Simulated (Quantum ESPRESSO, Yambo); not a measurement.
# AlN (P6_3mc): G0W0 in Yambo against the bands, part 2 of 2

Wanted: the cheapest bands that holds the gap of AlN (P6_3mc).

Yambo 5.3.0; PBE and many-body steps on it, plane waves. Known limits of the many-body steps: not at the basis limit; coarse k mesh.

So far. Step 4 (132 bands): Against the run before, the gap moves by +0.083 eV.

The database entry behind the starting cell differs from later determinations by our own check (inner coordinate u about 0.002 short), so it need not match the best structure at ambient conditions.

## Step 5: 237 bands

Level of this step: G0W0 on PBE, plane waves, norm-conserving pseudopotentials (Yambo).

gw4.in reads:

```
HF_and_locXC
gw0
dyson
ppa
em1d
rim_cut
RandQpts= 1000000
RandGvec= 1 RL
EXXRLvcs= 72 Ry
VXCRLvcs= 288 Ry
Chimod= "HARTREE"
% BndsRnXp
 1 | 237 |
%
NGsBlkXp= 15.5 Ry
% LongDrXp
 1 | 1 | 1 |
%
% GbndRnge
 1 | 237 |
%
DysSolver= "n"
ExtendOut
PPAPntXp= 27.21138 eV
% QPkrange
 1 | 1 | 7 | 10 |
%
```

On the command line:

```console
OMP_NUM_THREADS=1 mpirun -n 4 yambo -F gw4.in -J gw4 -C gw4 > gw4.log
```

The log of the run:

```text
 Yambo, version 5.3.0

 [02] CORE Variables Setup
 =========================

  [... cell, symmetries and grids as in the set-up ...]

  [02.05] Energies & Occupations
  ==============================

  [X] === General ===
  [X] Electronic Temperature                        :  0.000000  0.000000 [eV K]
  [X] Bosonic    Temperature                        :  0.000000  0.000000 [eV K]
  [X] Finite Temperature mode                       : no
  [X] El. density                                   :  0.38275E+24 [cm-3]
[...]
Sx RL components                                 :  2875

   QP @ state[ 1 ] K range                          :  1  1
   QP @ state[ 1 ] b range                          :   7  10
   GF energies kind                                 : Perdew, Burke & Ernzerhof(X)+Perdew, Burke & Ernzerhof(C)
   GF WF`s kind                                     : Perdew, Burke & Ernzerhof(X)+Perdew, Burke & Ernzerhof(C)
   Xs energies kind                                 : Perdew, Burke & Ernzerhof(X)+Perdew, Burke & Ernzerhof(C)
   Xs WF`s kind                                     : Perdew, Burke & Ernzerhof(X)+Perdew, Burke & Ernzerhof(C)

 [11] Game Over & Game summary
```

Run time: 94 s. Hardware: 4 MPI ranks of Arm Neoverse V1, shared host; peak memory 1.7 GiB.

Numbers from this step:

```yaml
g0w0_gap_on_the_points_computed: 5.615 eV
starting_gap_on_the_mesh: 4.221 eV
k_of_the_valence_top: 0, 0, 0
k_of_the_conduction_bottom: 0, 0, 0
least_direct_g0w0_gap_on_the_computed_points: 5.615 eV
```

Against the run before, the gap moves by +0.058 eV.

## Step 6: 360 bands

gw5.in reads:

```
HF_and_locXC
gw0
dyson
ppa
em1d
rim_cut
RandQpts= 1000000
RandGvec= 1 RL
EXXRLvcs= 72 Ry
VXCRLvcs= 288 Ry
Chimod= "HARTREE"
% BndsRnXp
 1 | 360 |
%
NGsBlkXp= 15.5 Ry
% LongDrXp
 1 | 1 | 1 |
%
% GbndRnge
 1 | 360 |
%
DysSolver= "n"
ExtendOut
PPAPntXp= 27.21138 eV
% QPkrange
 1 | 1 | 7 | 10 |
%
```

On the command line:

```console
OMP_NUM_THREADS=1 mpirun -n 4 yambo -F gw5.in -J gw5 -C gw5 > gw5.log
```

The log of the run:

```text
 Yambo, version 5.3.0

 [02] CORE Variables Setup
 =========================

  [... cell, symmetries and grids as in the set-up ...]

  [02.05] Energies & Occupations
  ==============================

  [X] === General ===
  [X] Electronic Temperature                        :  0.000000  0.000000 [eV K]
  [X] Bosonic    Temperature                        :  0.000000  0.000000 [eV K]
  [X] Finite Temperature mode                       : no
  [X] El. density                                   :  0.38275E+24 [cm-3]
[...]
Sx RL components                                 :  2875

   QP @ state[ 1 ] K range                          :  1  1
   QP @ state[ 1 ] b range                          :   7  10
   GF energies kind                                 : Perdew, Burke & Ernzerhof(X)+Perdew, Burke & Ernzerhof(C)
   GF WF`s kind                                     : Perdew, Burke & Ernzerhof(X)+Perdew, Burke & Ernzerhof(C)
   Xs energies kind                                 : Perdew, Burke & Ernzerhof(X)+Perdew, Burke & Ernzerhof(C)
   Xs WF`s kind                                     : Perdew, Burke & Ernzerhof(X)+Perdew, Burke & Ernzerhof(C)

 [11] Game Over & Game summary
```

Wall time 2.4 min (4 MPI ranks); peak memory 2 GiB.

This step gave:

```yaml
g0w0_gap_on_the_points_computed: 5.639 eV
starting_gap_on_the_mesh: 4.221 eV
k_of_the_valence_top: 0, 0, 0
k_of_the_conduction_bottom: 0, 0, 0
least_direct_g0w0_gap_on_the_computed_points: 5.639 eV
```

Against the run before, the gap moves by +0.024 eV.

## Step 7: 501 bands

gw6.in reads:

```
HF_and_locXC
gw0
dyson
ppa
em1d
rim_cut
RandQpts= 1000000
RandGvec= 1 RL
EXXRLvcs= 72 Ry
VXCRLvcs= 288 Ry
Chimod= "HARTREE"
% BndsRnXp
 1 | 501 |
%
NGsBlkXp= 15.5 Ry
% LongDrXp
 1 | 1 | 1 |
%
% GbndRnge
 1 | 501 |
%
DysSolver= "n"
ExtendOut
PPAPntXp= 27.21138 eV
% QPkrange
 1 | 1 | 7 | 10 |
%
```

On the command line:

```console
OMP_NUM_THREADS=1 mpirun -n 4 yambo -F gw6.in -J gw6 -C gw6 > gw6.log
```

The log of the run:

```text
 Yambo, version 5.3.0

 [02] CORE Variables Setup
 =========================

  [... cell, symmetries and grids as in the set-up ...]

  [02.05] Energies & Occupations
  ==============================

  [X] === General ===
  [X] Electronic Temperature                        :  0.000000  0.000000 [eV K]
  [X] Bosonic    Temperature                        :  0.000000  0.000000 [eV K]
  [X] Finite Temperature mode                       : no
  [X] El. density                                   :  0.38275E+24 [cm-3]
[...]
Sx RL components                                 :  2875

   QP @ state[ 1 ] K range                          :  1  1
   QP @ state[ 1 ] b range                          :   7  10
   GF energies kind                                 : Perdew, Burke & Ernzerhof(X)+Perdew, Burke & Ernzerhof(C)
   GF WF`s kind                                     : Perdew, Burke & Ernzerhof(X)+Perdew, Burke & Ernzerhof(C)
   Xs energies kind                                 : Perdew, Burke & Ernzerhof(X)+Perdew, Burke & Ernzerhof(C)
   Xs WF`s kind                                     : Perdew, Burke & Ernzerhof(X)+Perdew, Burke & Ernzerhof(C)

 [11] Game Over & Game summary
```

Run time: 3.5 min. Hardware: 4 MPI ranks; peak memory 2.4 GiB.

This step gave:

```yaml
g0w0_gap_on_the_points_computed: 5.648 eV
starting_gap_on_the_mesh: 4.221 eV
k_of_the_valence_top: 0, 0, 0
k_of_the_conduction_bottom: 0, 0, 0
least_direct_g0w0_gap_on_the_computed_points: 5.648 eV
```

Against the run before, the gap moves by +0.009 eV.

## Step 8: The runs together

Times are wall times on 4 MPI ranks of Arm Neoverse V1, shared host, good to a factor of about two.

```csv
run,mesh,bands,screening cutoff (eV),DFT gap (eV),gap on the mesh (eV),direct (eV),time
36 bands,3×3×4,36,210.9,4.221,5.435,5.435,15 s
69 bands,3×3×4,69,210.9,4.221,5.474,5.474,28 s
132 bands,3×3×4,132,210.9,4.221,5.558,5.558,52 s
237 bands,3×3×4,237,210.9,4.221,5.615,5.615,94 s
360 bands,3×3×4,360,210.9,4.221,5.639,5.639,2.4 min
501 bands,3×3×4,501,210.9,4.221,5.648,5.648,3.5 min
```

## Step 9: What came out

```json
{
 "36 bands": "5.435 eV",
 "69 bands": "5.474 eV",
 "132 bands": "5.558 eV",
 "237 bands": "5.615 eV",
 "360 bands": "5.639 eV",
 "501 bands": "5.648 eV",
 "known limits": "not at the basis limit; coarse k mesh"
}
```

In words: The setting moved: bands. From 36 bands to 501 bands the gap moves by +0.21 eV, for 14 times the time. It holds to 0.03 eV from 360 bands on. Bands and screening cutoff are coupled, so a series along one setting does not show full convergence. Bands and cutoff are finite, so the gap is not at the basis limit. The miss can reach some tenths of an eV and take either sign; the mesh is an error of its own. In the G0W0 runs levels were corrected at 1 k point alone, so a gap called «on the mesh» is the least over those, and an edge elsewhere would be missed. The 3×3×4 mesh is coarse for this cell, which bears on the long-range parts of exchange and screening.

[Paths, hosts, dates, memory and timing lines, banners, echoed tables and standing remarks are left out of the program output.]

[Logs are printed without paths, hosts, clocks, repeated set-up lines and the standing remarks that a program may print on its own settings, such as how far it seeks lower states.]

[Runs of the session that timed out or met a known fault of the program may be left out.]

[Hosts, paths, dates, database ids (printed as entryN), source tags and the programs' standing remarks are cut or masked in the printed files.]
